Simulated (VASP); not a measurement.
Write an ASE script for VASP 6.6.1 that does the following.

```yaml
Task: single point
Functional: SCAN0
Potentials_or_basis: VASP PAW PBE potentials, release 64 (Rb_sv, Cl)
Cutoff: 520 eV
k_mesh: 4 × 4 × 4
Occupations: tetrahedron
Spin: no spin polarisation
Grid_for_exact_exchange_PRECFOCK: Fast
Exchange_at_q_=_0: default
Further_INCAR_settings: ALGO = Normal; EDIFF = 1.00e-06
```

The structure of RbCl lies in RbCl.cif:

```cif
data_RbCl
_cell_length_a 6.54800000
_cell_length_b 6.54800000
_cell_length_c 6.54800000
_cell_angle_alpha 90.00000000
_cell_angle_beta 90.00000000
_cell_angle_gamma 90.00000000
_space_group_name_H-M_alt 'Fm-3m'
_space_group_name_Hall '-F 4 2 3'
_space_group_IT_number 225
loop_
_space_group_symop_operation_xyz
'x,y,z'
'-x,-y,-z'
'-y,x,z'
'y,-x,-z'
'-x,-y,z'
'x,y,-z'
'y,-x,z'
'-y,x,-z'
'x,-y,-z'
'-x,y,z'
'-y,-x,-z'
'y,x,z'
'-x,y,-z'
'x,-y,z'
'y,x,-z'
'-y,-x,z'
'z,x,y'
'-z,-x,-y'
'z,-y,x'
'-z,y,-x'
'z,-x,-y'
'-z,x,y'
'z,y,-x'
'-z,-y,x'
'-z,x,-y'
'z,-x,y'
'-z,-y,-x'
'z,y,x'
'-z,-x,y'
'z,x,-y'
'-z,y,x'
'z,-y,-x'
'y,z,x'
'-y,-z,-x'
'x,z,-y'
'-x,-z,y'
'-y,z,-x'
'y,-z,x'
'-x,z,y'
'x,-z,-y'
'-y,-z,x'
'y,z,-x'
'-x,-z,-y'
'x,z,y'
'y,-z,-x'
'-y,z,x'
'x,-z,y'
'-x,z,-y'
'x,y+1/2,z+1/2'
'-x,-y+1/2,-z+1/2'
'-y,x+1/2,z+1/2'
'y,-x+1/2,-z+1/2'
'-x,-y+1/2,z+1/2'
'x,y+1/2,-z+1/2'
'y,-x+1/2,z+1/2'
'-y,x+1/2,-z+1/2'
'x,-y+1/2,-z+1/2'
'-x,y+1/2,z+1/2'
'-y,-x+1/2,-z+1/2'
'y,x+1/2,z+1/2'
'-x,y+1/2,-z+1/2'
'x,-y+1/2,z+1/2'
'y,x+1/2,-z+1/2'
'-y,-x+1/2,z+1/2'
'z,x+1/2,y+1/2'
'-z,-x+1/2,-y+1/2'
'z,-y+1/2,x+1/2'
'-z,y+1/2,-x+1/2'
'z,-x+1/2,-y+1/2'
'-z,x+1/2,y+1/2'
'z,y+1/2,-x+1/2'
'-z,-y+1/2,x+1/2'
'-z,x+1/2,-y+1/2'
'z,-x+1/2,y+1/2'
'-z,-y+1/2,-x+1/2'
'z,y+1/2,x+1/2'
'-z,-x+1/2,y+1/2'
'z,x+1/2,-y+1/2'
'-z,y+1/2,x+1/2'
'z,-y+1/2,-x+1/2'
'y,z+1/2,x+1/2'
'-y,-z+1/2,-x+1/2'
'x,z+1/2,-y+1/2'
'-x,-z+1/2,y+1/2'
'-y,z+1/2,-x+1/2'
'y,-z+1/2,x+1/2'
'-x,z+1/2,y+1/2'
'x,-z+1/2,-y+1/2'
'-y,-z+1/2,x+1/2'
'y,z+1/2,-x+1/2'
'-x,-z+1/2,-y+1/2'
'x,z+1/2,y+1/2'
'y,-z+1/2,-x+1/2'
'-y,z+1/2,x+1/2'
'x,-z+1/2,y+1/2'
'-x,z+1/2,-y+1/2'
'x+1/2,y,z+1/2'
'-x+1/2,-y,-z+1/2'
'-y+1/2,x,z+1/2'
'y+1/2,-x,-z+1/2'
'-x+1/2,-y,z+1/2'
'x+1/2,y,-z+1/2'
'y+1/2,-x,z+1/2'
'-y+1/2,x,-z+1/2'
'x+1/2,-y,-z+1/2'
'-x+1/2,y,z+1/2'
'-y+1/2,-x,-z+1/2'
'y+1/2,x,z+1/2'
'-x+1/2,y,-z+1/2'
'x+1/2,-y,z+1/2'
'y+1/2,x,-z+1/2'
'-y+1/2,-x,z+1/2'
'z+1/2,x,y+1/2'
'-z+1/2,-x,-y+1/2'
'z+1/2,-y,x+1/2'
'-z+1/2,y,-x+1/2'
'z+1/2,-x,-y+1/2'
'-z+1/2,x,y+1/2'
'z+1/2,y,-x+1/2'
'-z+1/2,-y,x+1/2'
'-z+1/2,x,-y+1/2'
'z+1/2,-x,y+1/2'
'-z+1/2,-y,-x+1/2'
'z+1/2,y,x+1/2'
'-z+1/2,-x,y+1/2'
'z+1/2,x,-y+1/2'
'-z+1/2,y,x+1/2'
'z+1/2,-y,-x+1/2'
'y+1/2,z,x+1/2'
'-y+1/2,-z,-x+1/2'
'x+1/2,z,-y+1/2'
'-x+1/2,-z,y+1/2'
'-y+1/2,z,-x+1/2'
'y+1/2,-z,x+1/2'
'-x+1/2,z,y+1/2'
'x+1/2,-z,-y+1/2'
'-y+1/2,-z,x+1/2'
'y+1/2,z,-x+1/2'
'-x+1/2,-z,-y+1/2'
'x+1/2,z,y+1/2'
'y+1/2,-z,-x+1/2'
'-y+1/2,z,x+1/2'
'x+1/2,-z,y+1/2'
'-x+1/2,z,-y+1/2'
'x+1/2,y+1/2,z'
'-x+1/2,-y+1/2,-z'
'-y+1/2,x+1/2,z'
'y+1/2,-x+1/2,-z'
'-x+1/2,-y+1/2,z'
'x+1/2,y+1/2,-z'
'y+1/2,-x+1/2,z'
'-y+1/2,x+1/2,-z'
'x+1/2,-y+1/2,-z'
'-x+1/2,y+1/2,z'
'-y+1/2,-x+1/2,-z'
'y+1/2,x+1/2,z'
'-x+1/2,y+1/2,-z'
'x+1/2,-y+1/2,z'
'y+1/2,x+1/2,-z'
'-y+1/2,-x+1/2,z'
'z+1/2,x+1/2,y'
'-z+1/2,-x+1/2,-y'
'z+1/2,-y+1/2,x'
'-z+1/2,y+1/2,-x'
'z+1/2,-x+1/2,-y'
'-z+1/2,x+1/2,y'
'z+1/2,y+1/2,-x'
'-z+1/2,-y+1/2,x'
'-z+1/2,x+1/2,-y'
'z+1/2,-x+1/2,y'
'-z+1/2,-y+1/2,-x'
'z+1/2,y+1/2,x'
'-z+1/2,-x+1/2,y'
'z+1/2,x+1/2,-y'
'-z+1/2,y+1/2,x'
'z+1/2,-y+1/2,-x'
'y+1/2,z+1/2,x'
'-y+1/2,-z+1/2,-x'
'x+1/2,z+1/2,-y'
'-x+1/2,-z+1/2,y'
'-y+1/2,z+1/2,-x'
'y+1/2,-z+1/2,x'
'-x+1/2,z+1/2,y'
'x+1/2,-z+1/2,-y'
'-y+1/2,-z+1/2,x'
'y+1/2,z+1/2,-x'
'-x+1/2,-z+1/2,-y'
'x+1/2,z+1/2,y'
'y+1/2,-z+1/2,-x'
'-y+1/2,z+1/2,x'
'x+1/2,-z+1/2,y'
'-x+1/2,z+1/2,-y'
loop_
_atom_site_label
_atom_site_type_symbol
_atom_site_symmetry_multiplicity
_atom_site_Wyckoff_symbol
_atom_site_fract_x
_atom_site_fract_y
_atom_site_fract_z
_atom_site_occupancy
Rb1 Rb 4 a 0.0000000000 0.0000000000 0.0000000000 1
Cl1 Cl 4 b 0.5000000000 0.0000000000 0.0000000000 1
```

The input as run:

run.py

```python
from ase.calculators.vasp import Vasp
from ase.dft.bandgap import bandgap
from ase.io import read

atoms = read('RbCl.cif', primitive_cell=True, subtrans_included=False)
calc = Vasp(
    directory='calc',
    pp='PBE',
    setups='materialsproject',
    prec='Accurate',
    encut=520,
    ediff=1e-06,
    ismear=-5,
    sigma=0.05,
    lreal=False,
    lasph=True,
    nelm=60,
    algo='Normal',
    isif=2,
    lwave=False,
    lcharg=False,
    metagga='SCAN',
    lhfcalc=True,
    aexx=0.25,
    lmixtau=True,
    precfock='Fast',
    kpts=[4, 4, 4],
    gamma=True,
)
atoms.calc = calc

print('energy (eV):', atoms.get_potential_energy())
print('free energy (eV):', atoms.get_potential_energy(force_consistent=True))
print('forces (eV/A):')
print(atoms.get_forces())
print('stress (eV/A^3, Voigt):', atoms.get_stress())
print('Fermi level (eV):', calc.get_fermi_level())
gap, top, bottom = bandgap(calc)
print('band gap (eV):', gap, 'from (spin, k, band)', top, 'to', bottom)
```

Potentials or basis: VASP PAW PBE potentials, release 64 (Rb_sv, Cl).

Launch:

```sh
$ python run.py
```

Results of the run:

The pressure is 0.2 GPa and the band gap on the k mesh is 7.35 eV, direct.

Caveat: the PAW data sets were made with another functional, which shifts forces and pressure a little.

Run time: 8.9 min on 1 thread of Intel(R) Xeon(R) Platinum 8375C CPU @ 2.90GHz (Ice Lake), on a shared host, peak memory 0.22 GiB.
